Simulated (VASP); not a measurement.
## SiC: equilibrium volume by level of theory

```cif
data_structure
_symmetry_space_group_name_H-M 'P 1'
_symmetry_Int_Tables_number 1
_cell_length_a 3.0830
_cell_length_b 3.0830
_cell_length_c 3.0830
_cell_angle_alpha 60.000
_cell_angle_beta 60.000
_cell_angle_gamma 60.000
_cell_volume 20.72
loop_
_atom_site_label
_atom_site_type_symbol
_atom_site_fract_x
_atom_site_fract_y
_atom_site_fract_z
_atom_site_occupancy
C1 C 0.25000 0.25000 0.25000 1
Si1 Si 0.00000 0.00000 0.00000 1
```

The cell was built by a generator and isn't the measured one.

| rung | level | program and potentials | cutoff (eV) | k mesh | equilibrium volume (Å³/atom) | notes |
| --- | --- | --- | --- | --- | --- | --- |
| LDA | LDA | VASP, LDA PAW files C, Si, 600 eV | 600 | 13 × 13 × 13 | 10.15 | - |
| GGA | PBE | VASP, PBE PAW files C, Si, 600 eV | 600 | 13 × 13 × 13 | 10.49 | - |
| GGA | PBEsol | VASP, PBE PAW files C, Si, 600 eV | 600 | 13 × 13 × 13 | 10.35 | potentials made for PBE |
| meta-GGA | r2SCAN | VASP, PBE PAW files C, Si, 600 eV | 600 | 13 × 13 × 13 | 10.32 | potentials made for PBE |
| hybrid | HSE06 | VASP, PBE PAW files C, Si, 600 eV | 600 | 6 × 6 × 6 | 10.26 | coarse mesh; potentials made for PBE |

Task: relaxation of cell and atoms. All rows: no spin polarisation. Meshes differ between rows, which moves values too. Meshes are those of the run's cell of 2 atoms unless a note names another. Relaxations start from the cell shown or near it and stop with a little pressure left. Runs on faulty files, with rough fits or with known faults for this quantity aren't shown. No row holds spin-orbit coupling.

By rung: LDA 10.15; GGA 10.35 to 10.49; meta-GGA 10.32; hybrid on coarse meshes 10.26 (Å³/atom).
